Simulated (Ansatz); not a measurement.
`F[Si](F)(F)BCl` + acetic acid → `CC(=O)OBCl` + `F[SiH](F)F`  (cleavage of the B–Si bond)

Gas-phase electronic energies from Ansatz, PBE0-D4/def2-TZVP geometries. CBS: MP2 limit from def2 TZ/QZ plus the TZ coupled-cluster correction, frozen cores. Functionals use def2-TZVPP. B3LYP here is the variant with VWN-RPA as its local correlation; programs differ in this. Each species was taken in one conformer, which may not be the lowest.

Is it downhill or uphill in electronic energy at CCSD(T)/CBS, and by how much? (Estimate.)

The calculation gave: Downhill: ΔE = -31.9 kcal/mol.

What do these levels give: PBE0-D4, B3LYP-D4, ωB97M-V, PBE-QIDH, r2SCAN, r2SCANh, LC-ωPBE, HF/def2-SVP, MP2/def2-SVP, SCS-MP2/def2-TZVPP, HF/def2-QZVPP, CCSD/CBS(def2)? (Estimate.)

Ansatz gave: PBE0-D4 -29.1, B3LYP-D4 -31.2, ωB97M-V -32.1, PBE-QIDH -31.7, r2SCAN -31.2, r2SCANh -31.5, LC-ωPBE -29.9, HF/def2-SVP -35.9, MP2/def2-SVP -36.1, SCS-MP2/def2-TZVPP -33.9, HF/def2-QZVPP -35.7, CCSD/CBS(def2) -32.1 kcal/mol.

What do rigid-rotor, harmonic-oscillator terms from PBE0-D4/def2-TZVP frequencies (298.15 K, 1 bar) make of the CCSD(T)/CBS value? (An estimate is asked.)

Computed: ΔZPE = -0.9 kcal/mol, ΔH = -33.2 kcal/mol, ΔS = -25 J/(mol·K), ΔG = -31.4 kcal/mol. Modes under 50 cm⁻¹ make the entropy rough.

Largest T1 diagnostic among the species: 0.015.

At CCSD(T), def2-SVP lies −2.7 kcal/mol from the extrapolated value and def2-TZVPP −0.4 kcal/mol. From PBE to PBE0 (25 % exact exchange), in def2-TZVPP and without D4, ΔE moves by −1.4 kcal/mol. In def2-TZVPP, CCSD(T) changes the Hartree–Fock value by +2.9 kcal/mol (the triples alone add +0.2 kcal/mol) and MP2 by +1.4 kcal/mol.
